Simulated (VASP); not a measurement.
Set up this calculation in VASP 6.6.1, as the native input.

```
Task                   : single point
Functional             : PBEsol
Potentials or basis    : VASP PAW PBE potentials, release 64 (Mn_pv, S)
Cutoff                 : 520 eV
k mesh                 : 6 × 6 × 3
Occupations            : gaussian, width 0.05 eV
Spin                   : collinear spin, zero start
Starting moments       : [0.0, 0.0, 0.0, 0.0] μB
Fixed moment           : 0 μB
Hubbard terms          : Mn d U = 5.0 eV
Dipole correction      : no
Further INCAR settings : ALGO = Normal; EDIFF = 1e-06; NBANDS = 31
```

The structure of MnS lies in POSCAR:

```
MnS
1.0
    3.9535775800      0.0000000000      0.0000000000
   -1.9767887900      3.4238986200      0.0000000000
    0.0000000000      0.0000000000      6.3425299100
Mn S
2 2
Direct
    0.3333333300      0.6666666700      0.9988446700
    0.6666666700      0.3333333300      0.4988614400
    0.6666666700      0.3333333300      0.1261543000
    0.3333333300      0.6666666700      0.6261406000
```

The cell is a database's computed one.

One way to write it, as run:

INCAR

```
PREC     = Accurate       # precision mode
ENCUT    = 520            # plane-wave cutoff, eV
EDIFF    = 1E-6           # SCF threshold, eV
ISMEAR   = 0              # smearing method
SIGMA    = 0.05           # smearing width, eV
LREAL    = F              # projectors in reciprocal space
LASPH    = T              # aspherical terms in the spheres
NELM     = 150            # most SCF steps
ALGO     = Normal         # electronic algorithm
ISIF     = 2              # what is computed and relaxed
LWAVE    = F              # write WAVECAR
LCHARG   = F              # write CHGCAR
ISPIN    = 2              # spin polarisation
MAGMOM   = 0 0 0 0        # initial moments
LORBIT   = 11             # projections on sites
NUPDOWN  = 0.0            # fixed moment
LMAXMIX  = 4              # l up to which the mixer works
LDAU     = T              # DFT+U
LDAUTYPE = 2            
LDAUL    = 2 -1           # shell
LDAUU    = 5 0            # U, eV
LDAUJ    = 0 0          
LDAUPRINT= 1            
GGA      = PS             # functional
NBANDS   = 31             # bands
```

KPOINTS

```
regular mesh
0
Gamma
  6 6 3
```

Potentials or basis: VASP PAW PBE potentials, release 64 (Mn_pv, S).

Launch:

```console
$ cat potpaw_PBE.64/Mn_pv/POTCAR potpaw_PBE.64/S/POTCAR > POTCAR
$ mpirun -np 1 vasp_std > vasp.out
```

Results of the run:

| Item | Value |
| --- | --- |
| Pressure | -14.2 GPa |
| Largest force | 0.901 eV/Å |
| Net moment | 0.00 μB per cell |
| Valence electrons inside the program's atomic spheres | Mn 11.49; S 3.67 |

Caveat: the PAW data sets were made with another functional, which shifts forces and pressure a little; the total moment is fixed, so each spin has its own Fermi level.

Wall time 2.6 min on 1 thread of Intel(R) Xeon(R) Platinum 8259CL CPU @ 2.50GHz (Skylake/Cascade Lake), on a shared host, peak memory 0.26 GiB.
